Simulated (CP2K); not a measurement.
Runs of CP2K 2026.2 on MgSi. The structure is tetragonal, space group P4/mmm (No. 123). The conventional cell has a = 2.908 Å, b = 2.908 Å, c = 4.103 Å, α = 90.00°, β = 90.00°, γ = 90.00°. Si (site symmetry 4/mmm) is surrounded by 8 Mg at 2.90 Å and 4 Si at 2.91 Å. Mg (site symmetry 4/mmm) has 8 Si at 2.90 Å and 4 Mg at 2.91 Å as nearest neighbours. The cell comes from a database or a generator and needn't be the stable form of this composition.

| level | cutoff radius of the dispersion sum (A) | cutoff of the non-local correlation (Ry) | gap on the mesh (eV) | pressure (GPa) |
| --- | --- | --- | --- | --- |
| PBEsol | - | - | none | -0.2 |
| PBEsol+D3(BJ) | 20 | - | none | -3.3 |
| PBEsol+D3(BJ)+ATM | 20 | - | none | (b) |
| PBEsol+rVV10 | - | 300 | none | (a) |
| PBEsol+D3 | 20 | - | none | -1.9 |
| PBEsol+D4 | 20 | - | none | -1.4 |

Alike in all rows: task single point; potentials or basis POTENTIAL_UZH Si GTH-PBE-q4, Mg GTH-PBE-q10; TZVP-MOLOPT-PBE-GTH basis; no spin polarisation; cell as given; k mesh 9 × 9 × 7; smearing fermi-dirac 0.05 eV.

Task: Fill in the values left out.

Result: (a) -0.3; (b) -3.0.

Caveats: the potentials were made for another functional, which shifts forces and pressure; the basis of atomic orbitals isn't converged, which shifts pressures, moduli and gaps; pairwise dispersion overbinds metals, which lowers pressure and volume (some runs).

A gap of «none» marks a metal or a gap under the smearing width.
